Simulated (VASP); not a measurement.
# Cr (P6_3/mmc) in VASP: a series of runs

Runs on Cr. Level: LDA. Tasks: single point.

Everything below comes from runs of VASP 6.6.1. Logs are shortened: lines on timing, memory, paths and dates and some standing lists are left out, and cuts for length are marked.

## Step 1: Starting point

Symmetry: P6_3/mmc, No. 194, hexagonal system. The conventional cell has a = 2.714 Å, b = 2.714 Å, c = 4.410 Å, α = 90.00°, β = 90.00°, γ = 120.00°. Cr (site symmetry -6m2) has 12 Cr at 2.71 Å as nearest neighbours.

This isn't the form of Cr at room conditions, which is bcc.

## Step 2: Single point, LDA, collinear spin, typed start

INCAR reads:

```
PREC = Accurate ; ENCUT = 520
EDIFF = 1E-6 ; ISMEAR = -1
SIGMA = 0.03 ; LREAL = False
LASPH = True ; NELM = 150
ALGO = Normal ; ISIF = 2
LWAVE = False ; LCHARG = False
ISPIN = 2 ; MAGMOM = 3 3
LORBIT = 11 ; LMAXMIX = 4
NBANDS = 23
```

KPOINTS reads:

```
regular mesh
0
Gamma
  12 12 7
```

POSCAR reads:

```
Cr
1.0
    2.7140000000      0.0000000000      0.0000000000
   -1.3570000000      2.3503929459      0.0000000000
    0.0000000000      0.0000000000      4.4100000000
Cr
2
Direct
    0.3333333333      0.6666666667      0.2500000000
    0.6666666667      0.3333333333      0.7500000000
```

Potentials or basis: VASP PAW LDA potentials, release 64 (Cr_pv).

On the command line:

```bash
cat potpaw_LDA.64/Cr_pv/POTCAR > POTCAR
mpirun -np 1 vasp_std > vasp.out
```

OUTCAR:

```text
PREC = Accurate
   ENCUT = 520
   EDIFF = 1E-6
   ISMEAR = -1
   LREAL = False
   LASPH = True
   NELM = 150
   ISIF = 2
   ISPIN = 2
   LORBIT = 11

 ion  position               nearest neighbor table
   1  0.333  0.667  0.250-   2 2.71   2 2.71   2 2.71   2 2.71   2 2.71   2 2.71
   2  0.667  0.333  0.750-   1 2.71   1 2.71   1 2.71   1 2.71   1 2.71   1 2.71

  LATTYP: Found a hexagonal cell.
 ALAT       =     2.7140000000
 C/A-ratio  =     1.6249078850

  Lattice vectors:

 A1 = (   2.7140000000,   0.0000000000,   0.0000000000)
 A2 = (  -1.3570000000,   2.3503929459,   0.0000000000)
 A3 = (   0.0000000000,   0.0000000000,   4.4100000000)

Analysis of symmetry for initial positions (statically):
=====================================================================
 Subroutine PRICEL returns:
 Original cell was already a primitive cell.

 Routine SETGRP: Setting up the symmetry group for a
 hexagonal supercell.

 Subroutine GETGRP returns: Found 24 space group operations
 (whereof 12 operations were pure point group operations)
 out of a pool of 24 trial point group operations.

The static configuration has the point symmetry D_3d.
 The point group associated with its full space group is D_6h.

Analysis of symmetry for dynamics (positions and initial velocities):
=====================================================================
 Subroutine PRICEL returns:
 Original cell was already a primitive cell.

 Routine SETGRP: Setting up the symmetry group for a
 hexagonal supercell.

 Subroutine GETGRP returns: Found 24 space group operations
 (whereof 12 operations were pure point group operations)
 out of a pool of 24 trial point group operations.

The dynamic configuration has the point symmetry D_3d.
 The point group associated with its full space group is D_6h.

Analysis of structural, dynamic, and magnetic symmetry:
=====================================================================
 Subroutine PRICEL returns:
 Original cell was already a primitive cell.

 Routine SETGRP: Setting up the symmetry group for a
 hexagonal supercell.

 Subroutine GETGRP returns: Found 24 space group operations
 (whereof 12 operations were pure point group operations)
 out of a pool of 24 trial point group operations.

The overall configuration has the point symmetry D_3d.
 The point group associated with its full space group is D_6h.

[... 115 lines left out ...]
   IALGO  =     38    algorithm
   IMIX   =      4    mixing-type and parameters
     AMIX     =   0.40;   BMIX     =  1.00
     AMIX_MAG =   1.60;   BMIX_MAG =  1.00
  volume/ion in A,a.u.               =      14.07        94.92
  Fermi-wavevector in a.u.,A,eV,Ry     =   1.552681  2.934142 32.801180  2.410819
  Thomas-Fermi vector in A             =   2.657021
   LORBIT       =     11    0 simple, 1 ext, 2 COOP (PROOUT), +10 PAW based schemes
   GGA     = CA    functional components
   LHFCALC =     F    Hartree Fock is set to
   AEXX    =    0.0000 exact exchange contribution
   IVDW    =     0    specifies the selected vdW correction
   LEPSILON=     F    determine dielectric tensor
   LRPA    =     F    only Hartree local field effects (RPA)
 spin polarized calculation
  energy-cutoff  :      520.00
  volume of cell :       28.13
 maximum number of plane-waves:       771
   NGX = 11   NGY = 11   NGZ = 17

 number of electron      24.0000005 magnetization       0.9967253

 Free energy of the ion-electron system (eV)
  ---------------------------------------------------
  ext. energy  EPLUGINS =         0.00000000
  ---------------------------------------------------
  free energy    TOTEN  =       -19.45249133 eV

  energy without entropy =      -19.43918245  energy(sigma->0) =      -19.44583689

 E-fermi :   8.0290     XC(G=0): -12.8662

 val. band max:        8.0270314629   @ k =   0.0833   0.0833   0.0000
 cond. band min:       8.0310412959   @ k =   0.1667   0.0833   0.4286
 fundamental gap:      0.0040098330
 Fermi energy:         8.0290039731

 spin component 1

 k-point     1 :       0.0000    0.0000    0.0000
  band No.  band energies     occupation
      1     -34.8511      1.00000
      2     -34.4677      1.00000
      3     -34.4677      1.00000
      4     -34.3993      1.00000
      5     -34.3993      1.00000
      6     -34.3493      1.00000
[... 613 lines left out ...]
     22      18.1110      0.00000
     23      22.4745      0.00000

 [... further k-points ...]

 spin component 2

 k-point     1 :       0.0000    0.0000    0.0000
  band No.  band energies     occupation
      1     -34.4451      1.00000
      2     -34.0415      1.00000
      3     -34.0415      1.00000
      4     -33.9725      1.00000
      5     -33.9725      1.00000
      6     -33.9371      1.00000
[... 613 lines left out ...]
     22      18.3671      0.00000
     23      22.7087      0.00000

 [... further k-points ...]

------------------------ aborting loop because EDIFF is reached ----------------------------------------

  FORCE on cell =-STRESS in cart. coord.  units (eV):
  Direction    XX          YY          ZZ          XY          YZ          ZX
  --------------------------------------------------------------------------------------
  -------------------------------------------------------------------------------------
  Total       -7.1588017     -7.1588017     -5.9359153     -0.0000000      0.0000000      0.0000000
  in kB     -407.7199911   -407.7199911   -338.0721309     -0.0000000      0.0000000      0.0000000
  external PRESSURE =    -384.5040377 kB  Pullay stress =       0.0000000 kB

 VOLUME and BASIS-vectors are now :
 -----------------------------------------------------------------------------
  energy-cutoff  :      520.00
  volume of cell :       28.13
      direct lattice vectors                 reciprocal lattice vectors
     2.714000000  0.000000000  0.000000000     0.368459838  0.212730387  0.000000000
    -1.357000000  2.350392946  0.000000000     0.000000000  0.425460773  0.000000000
     0.000000000  0.000000000  4.410000000     0.000000000  0.000000000  0.226757370

 POSITION                                       TOTAL-FORCE (eV/Angst)
 -----------------------------------------------------------------------------------
     -0.00000      1.56693      1.10250         0.000000      0.000000      0.000000
      1.35700      0.78346      3.30750        -0.000000      0.000000      0.000000
 -----------------------------------------------------------------------------------
    total drift:                               -0.000000      0.000000     -0.000000

  FREE ENERGIE OF THE ION-ELECTRON SYSTEM (eV)
  ---------------------------------------------------
  free  energy   TOTEN  =       -19.4524913346 eV

  energy  without entropy=      -19.4391824512  energy(sigma->0) =      -19.44583689

 total charge

# of ion       s       p       d       tot
------------------------------------------
    1        0.377   6.273   4.078  10.728
    2        0.377   6.273   4.078  10.728
--------------------------------------------------
tot          0.755  12.547   8.155  21.457

 magnetization (x)

# of ion       s       p       d       tot
------------------------------------------
    1        0.002   0.014   0.442   0.459
    2        0.002   0.014   0.442   0.459
--------------------------------------------------
tot          0.004   0.029   0.884   0.918
```

stdout:

```text
POSCAR found type information on POSCAR Cr
 POSCAR found :  1 types and       2 ions
 scaLAPACK will be used
 LDA part: xc-table for (Slater(with rela. corr.)+CA(PZ))
 , standard interpolation
 POSCAR, INCAR and KPOINTS ok, starting setup
 FFT: planning ... GRIDC
 FFT: planning ... GRID_SOFT
 FFT: planning ... GRID
 WAVECAR not read
 entering main loop
```

Run time: 89 s. Hardware: 1 thread of Intel Xeon Platinum 8259CL at 2.50GHz (Skylake/Cascade Lake), shared host; peak memory 0.17 GiB.

Results:

```yaml
Free_energy: -19.4525 eV
Pressure: -38.5 GPa
Band_gap_on_the_k_mesh: none (metal or under the smearing width)
Net_moment: 1.00 μB per cell
Site_moments: Cr +0.46 μB
Valence_electrons_inside_the_program's_atomic_spheres: Cr 10.73
```

Stress tensor (GPa, compression positive):
```
-40.77   0.00   0.00
  0.00 -40.77   0.00
  0.00   0.00 -33.81
```

Caveat: a pressure of tens of GPa on the cell as given is suspect, and the run, the potentials or the cell itself is likely at fault.

## Step 3: Single point, LDA, collinear spin, typed start

INCAR reads:

```
ALGO     = Fast           # electronic algorithm
EDIFF    = 1E-7           # SCF threshold, eV
ENCUT    = 520            # plane-wave cutoff, eV
GGA      = CA             # functional
ISIF     = 2              # what is computed and relaxed
ISMEAR   = -1             # smearing method
ISPIN    = 2              # spin polarisation
LASPH    = True           # aspherical terms in the spheres
LCHARG   = False          # write CHGCAR
LMAXMIX  = 4              # l up to which the mixer works
LORBIT   = 11             # projections on sites
LREAL    = False          # projectors in reciprocal space
LWAVE    = False          # write WAVECAR
MAGMOM   = 3 -3           # initial moments
NBANDS   = 23             # bands
NELM     = 150            # most SCF steps
PREC     = Accurate       # precision mode
SIGMA    = 0.03           # smearing width, eV
```

KPOINTS reads:

```
k-points
0
Gamma
  12 12 7
```

POSCAR is that of step 2.

Potentials or basis: VASP PAW LDA potentials, release 64 (Cr_pv).

On the command line:

```bash
cat potpaw_LDA.64/Cr_pv/POTCAR > POTCAR
mpirun -np 1 vasp_std > vasp.out
```

Wall time 1.9 min (1 thread of Intel Xeon Platinum 8259CL at 2.50GHz (Skylake/Cascade Lake), shared host); peak memory 0.18 GiB.

The run converged. Its results:

- Free energy: -19.4476 eV
- Pressure: -39.2 GPa
- Band gap on the k mesh: none (metal or under the smearing width)
- Net moment: 0.00 μB per cell
- Valence electrons inside the program's atomic spheres: Cr 10.73

Stress tensor (GPa, compression positive):
```
-41.81   0.00   0.00
  0.00 -41.81   0.00
  0.00   0.00 -33.92
```

Levels at points of the mesh, in eV from the Fermi level:
Spin up:
```
           k point  band 9  band 10  band 11  band 12  band 13  band 14  band 15  band 16
(0.00, 0.00, 0.00)   -0.32    -0.31    -0.31     0.07     0.07     0.52     0.52     0.67
(0.50, 0.00, 0.00)   -2.53    -0.87    -0.45    -0.35     0.08     1.95     2.06     2.12
```
Spin down:
```csv
k point,band 8,band 9,band 10,band 11,band 12,band 13,band 14,band 15,band 16,band 17
"(0.00, 0.00, 0.00)",-3.30,-0.32,-0.31,-0.31,0.07,0.07,0.52,0.52,0.67,1.78
"(0.50, 0.00, 0.00)",-2.84,-2.53,-0.87,-0.45,-0.35,0.08,1.95,2.06,2.12,3.28
```

Caveat: the starting moments collapsed, and a magnetic state may lie lower; a pressure of tens of GPa on the cell as given is suspect, and the run, the potentials or the cell itself is likely at fault.
